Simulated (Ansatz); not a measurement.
# MnH2O2 (Pyrochroite) (P-3m1) in Ansatz: relaxation of cell and atoms with PBEsol

Aim: the relaxation of cell and atoms of MnH2O2 (Pyrochroite) with PBEsol.

Program: Ansatz 0.2.0. These are calculated values, not measurements. Logs are shortened: lines on timing, memory, paths and dates and some standing lists are left out, and cuts for length are marked.

**1. The crystal as given**

It takes space group P-3m1 (No. 164, trigonal). Conventional cell: a = 3.250 Å, b = 3.250 Å, c = 4.480 Å, α = 90.00°, β = 90.00°, γ = 120.00°. Mn (site symmetry -3m) has 6 O at 2.13 Å as nearest neighbours. O (site symmetry 3m) has 1 H at 0.99 Å as nearest neighbours. H (site symmetry 3m) is surrounded by 1 O at 0.99 Å.

**2. Relaxation of cell and atoms, PBEsol, collinear spin, ferromagnetic start**

Input file input.yaml:

```yaml
crystal:
  lattice:
    - [3.25, 0.0, 0.0]
    - [-1.625, 2.8145825623, 0.0]
    - [0.0, 0.0, 4.48]
  atoms:
    - { symbol: Mn, position: [0.0, 0.0, 0.0], spin: 4.0 }
    - { symbol: O, position: [0.6666666667, 0.3333333333, 0.774] }
    - { symbol: O, position: [0.3333333333, 0.6666666667, 0.226] }
    - { symbol: H, position: [0.6666666667, 0.3333333333, 0.554] }
    - { symbol: H, position: [0.3333333333, 0.6666666667, 0.446] }
hamiltonian:
  xc: pbesol
  pseudopotentials: { kind: paw }
magnetization:
  spin_polarized: true
kpoints:
  mp_grid: { grid: [9, 9, 6] }
scf:
  occupations: { method: fermi_dirac, width: 0.05 }
output:
  forces: true
  stress: true
  eigenvalues: true
relax:
  f_tol: 0.01
  max_steps: 40
  cell: { stress_tol: 0.05 }
```

Potentials or basis: Ansatz PAW.

On the command line:

```
ansatz run input.yaml --threads 2 --pin off --max-ram 5632MiB --backend cpu --events-out ev --progress --plain --runs-dir out
```

Log:

```text
Warning: RAYON_NUM_THREADS=2 ignored (pool sized by the plan → 2); use --threads N
Engine: ansatz 0.2.0, aarch64-unknown-linux-gnu
Pseudopotentials: kind: paw
Pseudopotential: Mn, paw, valence charge 15, recommended cutoff 420 eV (normal), Mn.paw.azcp
Pseudopotential: O, paw, valence charge 6, recommended cutoff 420 eV (normal), O.paw.azcp
Pseudopotential: H, paw, valence charge 1, recommended cutoff 420 eV (normal), H.paw.azcp
Functional definition: PBEsol
  exchange = pbesol_x
  correlation = pbesol_c
Crystal: 5 atoms, lattice volume = 40.980 Å³
Basis set: ecut = 420 eV, 795 PW (Γ), exchange–correlation on 48×48×60 points (8 copies of the dense FFT grid, shifted against one another)
Bands: 22, of which v1, the nominal top of the filled ones, is band 15 counted from 1 (14 counted from 0)
Symmetry: 12 space group operations
Space group: P-3m1 (ITA 164), of the structure as read, at distance tolerance 3.4e-5 Å
Magnetic group: BNS 164.85 (UNI 1315), of the structure as read, at distance tolerance 3.4e-5 Å
k-points: 62 of 486
Non-local potential: Mn, projectors of the file, l = 0: 3, l = 1: 2, l = 2: 3, l = 3: 1
Non-local potential: O, projectors of the file, l = 0: 2, l = 1: 2, l = 2: 1
Non-local potential: H, projectors of the file, l = 0: 2, l = 1: 1
PAW form: soft (Blöchl's): semilocal exchange-correlation on the pseudo side does not see the compensation charge
PAW frozen core: Mn, regenerated for the run's functional, and the local potential with it (the file was generated under x = pbe(κ = 0.804, μ = 0.2195149727645171), c = pbe(β = 0.06672455060314922))
PAW frozen core: O, regenerated for the run's functional, and the local potential with it (the file was generated under x = pbe(κ = 0.804, μ = 0.2195149727645171), c = pbe(β = 0.06672455060314922))
PAW one-centre angular grid: Mn, 590 points (default); XC on 64 Gauss nodes
PAW one-centre angular grid: O, 110 points (default); XC on 64 Gauss nodes
PAW one-centre angular grid: H, 110 points (default); XC on 64 Gauss nodes
Initial density: superposition of atomic densities (chi_scale 0.1, normalization cell, long waves kept (reshape's long-wave potential 0.10 eV rms))
Starting moments: Σ|m| = 4 μB on 1 of 5 sites
Initial wavefunctions: pseudopotential atomic-orbital guess
Functional: x = pbesol(κ = 0.804, μ = 0.12345679012345678), c = pbesol(β = 0.046)
SCF iter   1: F=—  HF=-5025.227741 eV  |F-HF|=—  |Δ(HF+E_count)|=         —  Δρ=1.46e-1 (↑1.46e-1 ↓7.06e-2)  dr2=1.96e1  dr2_m=7.83e-1  M=4.491 μB ∫|m|=4.491 μB  β_m=0.30  ethr=3.10e-3  ⟨swp⟩=5.2  Hψ=10896  notcnv=0
Mixer restart at iter 1: flushing history
preconditioner: auto → none  [metal: Δε(μ)=0.006 eV  Ē_g=13.567 eV  σ=0.050 eV  W_gap=0.03  n_scr=8 (ndim 8)  ℏωp=26.6 eV  f_vac=0.000  D(μ)=4.47/eV (n_scr^D=54)  sad-step TF]
SCF iter   2: F=—  HF=-5023.423622 eV  |F-HF|=—  |Δ(HF+E_count)|=    1.80e0  Δρ=8.91e-2 (↑8.91e-2 ↓2.76e-2)  dr2=6.59e0  dr2_m=6.78e-1  M=4.873 μB ∫|m|=4.873 μB  β_m=0.45  ethr=3.10e-3  ⟨swp⟩=2.9  Hψ=6563  notcnv=0  defer=186
[... 94 lines left out ...]
basis re-selected at this cell: Δ(F+E_penalty+E_count) = -9.923e-4 eV, ΔP = +0.013 GPa vs the last step (what re-selecting the basis moved, of the pressure what is left beyond the Pulay correction that the steps carried, after the strain that the cell walked since its last selection, with what the two solves' SCF thresholds leave and, on support functions, any second-order correction that the steps lacked; it is no measure of the basis error at this ecutwfc). This SCF's stress stands 4.94e-2 GPa from its target on what of the cell is left free (relax.cell.stress_tol is 5.00e-2 GPa) and its largest allowed force component is 3.64e-3 eV/Å (relax.f_tol is 1.00e-2 eV/Å): within both
SCF converged after 7 iterations
Magnetization: 5.0000 μB (17.0000 up, 12.0000 down)
Absolute magnetization: 5.0000 μB (∫|ρ↑−ρ↓|, with the PAW one-centre terms)
Spin contamination: 0.0044 ħ² per cell (⟨S²⟩ above its minimum at these occupations)
Per-site moments (μB) at R_I (Å): [(4.16305182520439, 0.8998572764562209), (0.04664710675231533, 0.4039198752700859), (0.04664710675231546, 0.4039198752700863), (0.004601853108193859, 0.4039198752700859), (0.0046018531081938, 0.4039198752700863)]
Free energy (F): -5022.079078 eV
Harris-Foulkes:  -5022.079078 eV  (|F-HF|=3.64e-12)
Internal energy: -5022.078955 eV  (E = F + TS)
E sigma→0 (E₀):  -5022.079017 eV
Entropy (-TS):   -0.000122 eV (-0.024 meV/atom)
Fermi energy:    8.199870 eV
--- Per-component energies (eV) ---
  E_band       = -373.575923
  E_kinetic    = 675.734944
  E_local      = -3358.899959  (includes V_loc(G=0)·N_el)
  E_nonlocal   = 357.095388
  E_hartree    = 1342.564925
  E_xc         = -271.872351
  E_vxc        = -349.256244  (∫ρ·V_xc dr)
  E_paw        = -1585.031336  (= ΣΔE_a)
  E_vpaw       = -383.382387  (= ΣTr[D̂ρ^β])
  E_aug_tail   = 0.002430  (compensation charges beyond the density's cutoff)
  E_ewald      = -2181.913223
  E_core_change = 0.240226  (= ΣΔE_core)
  E_smearing   = -0.000122  (= −TS)
  E_closure    = 0.000000  (closes the sum)
  Σ components = -5022.079078   (vs F -5022.079078, Δ=0.00e0)
--- Forces (eV/Å), atoms counted from 1 ---
  atom   1  Mn     0.00000000    -0.00000000     0.00000000
  atom   2  O      0.00000000     0.00000000    -0.00364475
  atom   3  O     -0.00000000    -0.00000000     0.00364475
  atom   4  H      0.00000000     0.00000000     0.00324143
  atom   5  H      0.00000000    -0.00000000    -0.00324143
  max |Σ_I F_I| component: 4.63e-18 eV/Å
--- Stress (GPa, compression-positive) ---
        0.049365       0.000000       0.000000
        0.000000       0.049365      -0.000000
        0.000000      -0.000000       0.033273
  P = ⅓ Tr σ = 0.0440 GPa (0.440 kbar)
--- Band table (eV; the first three rows and the last of 124) ---
  k-point 0 ↑: bands = ["-73.0067", "-41.9400", "-41.8683", "-41.8683", "-13.4269", "-12.1251", "-2.1191", "1.3722", "2.2408", "2.2408", "4.3862", "4.3862", "5.6020", "5.6020", "5.7021", "7.7812", "7.7812", "8.3036", "12.0452", "16.8705", "20.1976", "20.1976"]
  k-point 1 ↑: bands = ["-73.0067", "-41.9400", "-41.8683", "-41.8683", "-13.3537", "-12.2227", "-1.9418", "1.0748", "2.2673", "2.2673", "4.3297", "4.3297", "5.5964", "5.5964", "5.6863", "7.8267", "7.8267", "8.6997", "12.1856", "16.5031", "19.8948", "20.1777"]
  k-point 2 ↑: bands = ["-73.0067", "-41.9401", "-41.8683", "-41.8683", "-13.1519", "-12.4726", "-1.4707", "0.3951", "2.3238", "2.3238", "4.2158", "4.2158", "5.5844", "5.5844", "5.6553", "7.9158", "7.9158", "9.6393", "12.2352", "16.1713", "18.4693", "20.1745"]
  k-point 61 ↓: bands = ["-68.1026", "-37.1312", "-37.0736", "-37.0736", "-12.3094", "-12.3094", "-0.4328", "-0.4328", "2.7549", "3.1131", "3.1966", "3.1966", "10.0529", "10.1893", "10.1893", "11.3319", "11.3319", "14.5566", "14.5566", "14.7994", "17.5076", "18.1979"]
--- Relaxed structure (5 steps of the walk, 5 accepted, 2 SCFs on fresh bases) ---
  F+E_penalty+E_count = -5022.07907774 eV   max|allowed force component| = 3.645e-3 eV/Å   (the final SCF, on the basis selected at the relaxed cell)
  cell:  # Å, volume = 43.0832 Å³
    - [3.3031942967542225, 0.0, -2.4206804385038642e-34]
    - [-1.6515971483771112, 2.86065017462503, -4.071707486451609e-33]
    - [-3.336814881383448e-34, -6.673629762766896e-33, 4.559410323928276]
  atoms:
    - { symbol: Mn, position: [1.6360864936456404e-34, 5.017968365191549e-35, -7.986310645540545e-20] }
    - { symbol: O, position: [0.6666666666666667, 0.33333333333333337, 0.7677011221616524] }
    - { symbol: O, position: [0.33333333333333337, 0.6666666666666667, 0.23229887783834732] }
    - { symbol: H, position: [0.6666666666666667, 0.33333333333333337, 0.5529365741047457] }
    - { symbol: H, position: [0.33333333333333337, 0.6666666666666667, 0.4470634258952542] }
```

Run time: 27 s. Hardware: 2 threads of Arm Neoverse V2, shared host; peak memory 0.39 GiB.

Results:

```yaml
Free_energy: -5022.0791 eV
Relaxed_volume: 8.62 Å³/atom
Relaxed_cell: a = 3.303 Å, b = 3.303 Å, c = 4.559 Å, α = 90.00°, β = 90.00°, γ = 120.00°
Space_group_after_relaxing_to_0.05_Å: P-3m1 (No. 164)
Energy_gained_by_relaxing: 12.6 meV/atom
Ionic_steps: 7
Pressure_after_relaxing: 0.0 GPa
Largest_force_after_relaxing: 0.004 eV/Å
Band_gap_on_the_k_mesh: 0.34 eV, indirect (least direct gap 0.52 eV)
Net_moment: 5.00 μB per cell
Absolute_moment: 5.00 μB per cell
Site_moments: Mn +4.16; O +0.05; H +0.00 μB
```

Forces in eV/Å, atoms in the order of the input:
```
Mn   0.000  0.000  0.000
O    0.000  0.000 -0.004
O    0.000  0.000  0.004
H    0.000  0.000  0.003
H    0.000  0.000 -0.003
```

The path:
```tsv
step	energy change (eV)	largest force (eV/Å)	volume (Å³)
1	0.0000	0.8937	40.98
2	-0.0475	0.2875	42.35
3	-0.0517	0.0143	42.74
4	-0.0510	0.0035	42.89
5	-0.0625	0.0058	42.89
6	-0.0618	0.0035	43.08
7	-0.0628	0.0036	43.08
```

Final structure:
```cif
data_structure
_symmetry_space_group_name_H-M 'P 1'
_symmetry_Int_Tables_number 1
_cell_length_a 3.3032
_cell_length_b 3.3032
_cell_length_c 4.5594
_cell_angle_alpha 90.000
_cell_angle_beta 90.000
_cell_angle_gamma 120.000
_cell_volume 43.08
loop_
_atom_site_label
_atom_site_type_symbol
_atom_site_fract_x
_atom_site_fract_y
_atom_site_fract_z
_atom_site_occupancy
Mn1 Mn 0.00000 0.00000 0.00000 1
O1 O 0.66667 0.33333 0.76770 1
O2 O 0.33333 0.66667 0.23230 1
H1 H 0.66667 0.33333 0.55294 1
H2 H 0.33333 0.66667 0.44706 1
```

Caveat: odd divisions of the mesh miss points on the zone boundary, where band edges often lie, so the gap on the mesh can be too wide; the plane-wave basis is chosen anew once the cell has moved, so the energies of steps on either side of that aren't comparable; the pressure holds a Pulay correction of +0.8 GPa for the finite cutoff; a cell with one magnetic atom can't hold antiferromagnetic order, which such compounds often take; the PAW data sets come from PBE, with cores solved anew for the run's functional, which leaves a small shift of forces and pressure. Zero-point motion and thermal expansion aren't in these numbers.
